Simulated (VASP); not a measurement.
The system is B.

```xyz
12
Lattice="2.4637 1.4224 4.2074 -2.4637 1.4224 4.2074 0.0000 -2.8448 4.2074" Properties=species:S:1:pos:R:3 pbc="T T T"
B    -1.5862    0.9158    2.8373
B     0.0000   -1.8315    2.8373
B     1.5862    0.9158    2.8373
B     1.5862   -0.9158    9.7848
B    -1.5862   -0.9158    9.7848
B     0.0000    1.8315    9.7848
B    -1.0101    0.5832    4.5127
B     0.0000   -1.1664    4.5127
B     1.0101    0.5832    4.5127
B     1.0101   -0.5832    8.1094
B    -1.0101   -0.5832    8.1094
B     0.0000    1.1664    8.1094
```

Program: VASP 6.6.1. Alike in all runs: task single point; level RPBE; potentials or basis VASP PAW PBE potentials, release 64 (B); cell as given; cutoff (eV) 520; smearing fermi-dirac 0.05 eV. Hardware: 1 thread of Intel(R) Xeon(R) Platinum 8559C (Emerald Rapids), on a shared host.

Order these runs on this cell by their wall time, lowest first.
A. spin off; k mesh 4 × 4 × 4
B. spin non-collinear, zero start, SOC; k mesh 6 × 6 × 6
C. spin off; k mesh 7 × 7 × 7

A (38 s), C (110 s), B (410 s).
